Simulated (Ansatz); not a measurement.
The system is As.

```
As
1.0
     1.88080    1.08588    3.51406
    -1.88080    1.08588    3.51406
     0.00000   -2.17176    3.51406
As
2
Cartesian
  0.0000 0.0000 2.3825
  0.0000 0.0000 8.1597
```

- Program: Ansatz 0.2.0
- Task: relaxation of cell and atoms
- Functional: PBEsol
- Dispersion: D4
- Potentials or basis: Ansatz PAW
- Cutoff: 420 eV (not typed: the program's choice for these potentials)
- k mesh: 9 × 9 × 9
- Occupations: fermi-dirac, width 0.05 eV
- Spin: no spin polarisation

At the start: volume 21.53 Å³/atom.

Problem. Where does the relaxation end?

Solution. It ends after 6 steps and the volume is 20.17 Å³/atom (-6.3 %); space group R-3m (No. 166, to 0.05 Å).

The path:
```tsv
step	energy change (eV)	largest force (eV/Å)	volume (Å³)
1	0.0000	0.3675	43.06
2	-0.0152	0.2149	39.01
3	-0.0388	0.1094	40.49
4	-0.0418	0.0251	40.44
5	-0.0421	0.0026	40.34
6	-0.0418	0.0025	40.34
```

Final structure:
```cif
data_structure
_symmetry_space_group_name_H-M 'P 1'
_symmetry_Int_Tables_number 1
_cell_length_a 3.9458
_cell_length_b 3.9458
_cell_length_c 3.9458
_cell_angle_alpha 56.911
_cell_angle_beta 56.911
_cell_angle_gamma 56.911
_cell_volume 40.34
loop_
_atom_site_label
_atom_site_type_symbol
_atom_site_fract_x
_atom_site_fract_y
_atom_site_fract_z
_atom_site_occupancy
As1 As 0.23154 0.23154 0.23154 1
As2 As 0.76846 0.76846 0.76846 1
```

Caveat: the plane-wave basis is chosen anew once the cell has moved, so the energies of steps on either side of that aren't comparable; the PAW data sets come from PBE, with cores solved anew for the run's functional, which leaves a small shift of forces and pressure.
